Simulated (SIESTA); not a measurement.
Runs of SIESTA 5.4.2 on MgSe. Symmetry: Fm-3m, No. 225, cubic system. Conventional cell: a = 5.451 Å, b = 5.451 Å, c = 5.451 Å, α = 90.00°, β = 90.00°, γ = 90.00°. Around Se (site symmetry m-3m) lie 6 Mg at 2.73 Å. Mg (site symmetry m-3m) is surrounded by 6 Se at 2.73 Å. 

```tsv
level	potentials or basis	gap on the mesh (eV)	pressure (GPa)
PBE	PseudoDojo 0.4 standard (PBE files), DZP (energy shift 0.003 Ry; two zetas on semicore shells)	1.92	4.1
PW91	PseudoDojo 0.4 standard (PBE files), DZP (energy shift 0.003 Ry; two zetas on semicore shells)	1.96	3.9
PBEsol	PseudoDojo 0.4 standard (PBEsol files), DZP (energy shift 0.003 Ry; two zetas on semicore shells)	1.87	1.9
WC	PseudoDojo 0.4 standard (PBEsol files), DZP (energy shift 0.003 Ry; two zetas on semicore shells)	1.93	(a)
LDA	PseudoDojo 0.4 standard (LDA files), DZP (energy shift 0.003 Ry; two zetas on semicore shells)	(b)	0.1
revPBE	PseudoDojo 0.4 standard (PBE files), DZP (energy shift 0.003 Ry; two zetas on semicore shells)	2.03	5.7
RPBE	PseudoDojo 0.4 standard (PBE files), DZP (energy shift 0.003 Ry; two zetas on semicore shells)	2.03	6.2
AM05	PseudoDojo 0.4 standard (PBEsol files), DZP (energy shift 0.003 Ry; two zetas on semicore shells)	1.90	2.2
BLYP	PseudoDojo 0.4 standard (PBE files), DZP (energy shift 0.003 Ry; two zetas on semicore shells)	2.03	6.4
```

Alike in all rows: task band structure; no spin polarisation; cell as given; k mesh 8 × 8 × 8; smearing fermi-dirac 0.05 eV; grid cutoff 800 Ry; energy shift 0.003 Ry.

Problem. Fill in the values left out.

Solution. (a) 2.1; (b) 1.76.

Caveats: the basis of atomic orbitals isn't converged, which shifts pressures, moduli and gaps; the potentials were made for another functional, which shifts forces and pressure (some runs).

A k mesh can miss the band edges, and the runs leave out spin-orbit coupling on Se.
